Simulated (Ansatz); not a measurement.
**How far PBE and r2SCAN part for InCuS2, pressure 1.8 GPa**

Consider InCuS$_{2}$ in the chalcopyrite structure (space group I-42d, No. 122; a = 5.577 Å, c = 11.234 Å).

(Cell as relaxed with PBE.)

Levels (all Ansatz, a program for electronic structure, PAW): PBE (420 eV, without spin-orbit coupling); r2SCAN (500 eV, spin-orbit coupling left out).

Each level relaxes its own structure.

```csv
base,PBE,r2SCAN
volume per atom,21.84 Å³,21.21 Å³
lattice parameter a,10.539 bohr,10.435 bohr
band gap,zero,0.36 eV
```

Now apply this change: a hydrostatic pressure of 1.8 GPa.

| quantity | PBE | r2SCAN |
|---|---|---|
| band gap | zero | [?] |
| shortest interatomic distance | 4.356 bohr | [?] |

Predict the r2SCAN column.


- band gap, r2SCAN: 0.43 eV
- shortest interatomic distance, r2SCAN: 4.327 bohr

They disagree on the band gap; PBE's shortest interatomic distance lies 0.029 bohr above r2SCAN's (0.7 %). Neither level is exact; r2SCAN is the comparison here, not a measurement.

Load acts through the strain it causes; cell and atoms are relaxed under it. Stability against distortions was not tested. The final runs are not spin-polarised. Gaps under 0.05 eV, about the width of the smearing, are given as zero. The zero or small gap of InCuS2 can change with the level of theory.
